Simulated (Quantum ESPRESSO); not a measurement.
## GaCuSe2 under changes of volume

One of the cells (18.755 Å³/atom); the others are scaled copies at fixed shape and fractional positions:

```
CELL_PARAMETERS angstrom
3.77442 0.00000 0.00000
0.00000 3.77442 0.00000
0.00000 0.00000 5.26589
ATOMIC_POSITIONS crystal
Se 0.50000 0.50000 0.00000
Se 0.00000 0.00000 0.50000
Ga 0.50000 0.50000 0.50000
Cu 0.00000 0.00000 0.00000
```

Measurements of this composition are mostly on another form, of space group No. 122.

```yaml
Program: Quantum ESPRESSO 7.5
Functional: PBE
Potentials_or_basis: SSSP 1.3 efficiency PBE
Cutoff: 952 eV
Density_cutoff: 7619 eV
k_mesh: 7 × 7 × 5
Occupations: fermi-dirac, width 0.05 eV
Spin: no spin polarisation
```

```tsv
volume (Å³/atom)	energy over the lowest point (meV/atom)	pressure (GPa)
17.629	?	?
18.005	8.09	3.4
18.380	2.07	1.6
18.755	0.00	0.0
19.130	1.45	-1.4
19.505	6.04	-2.6
```

Task: What does the run at 17.629 Å³/atom give?

Result: Energy over the lowest point 18.59 meV/atom; pressure 5.4 GPa.

Worked out: A Birch-Murnaghan fit of order 3 (a polynomial in V^(-2/3)) to the other rows has its minimum at 18.78 Å³/atom with B0 = V·E''(V) = 75 GPa and B' = 4.7 at fixed shape and positions, which overstates the stiffness. It gives 18.58 meV/atom at 17.629 Å³/atom, against the run's 18.59, and -dE/dV = 5.5 GPa, against 5.4.

Energies are extrapolated to zero smearing.

Caveats: the run has no spin polarisation, though such a crystal can be magnetic.
